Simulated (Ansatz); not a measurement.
BaF2 (fluorite, space group No. 225), PBE in the plane-wave PAW code Ansatz: ε∞ = 2.34, cell volume 60.93 Å³. Infrared-active transverse modes:

```
ω_TO (cm⁻¹)  oscillator strength S_xx (e²/amu)
-----------  ---------------------------------
163.9                                   0.2252
```

Compute the static dielectric constant.

Each mode adds (4.921e7/V) S/ω²: 6.77. So ε0 = 9.11.

What LO frequency does the Lyddane–Sachs–Teller relation give?

ω_LO = ω_TO √(ε0/ε∞) = 323 cm⁻¹.

Space group Fm-3m (fluorite). The PBE relaxation kept the symmetry of its start; phonons on a q-mesh show no instability. Scalar-relativistic: spin–orbit coupling is off unless named, which matters more the heavier the elements.

Potentials: the later of the program's two PAW sets.
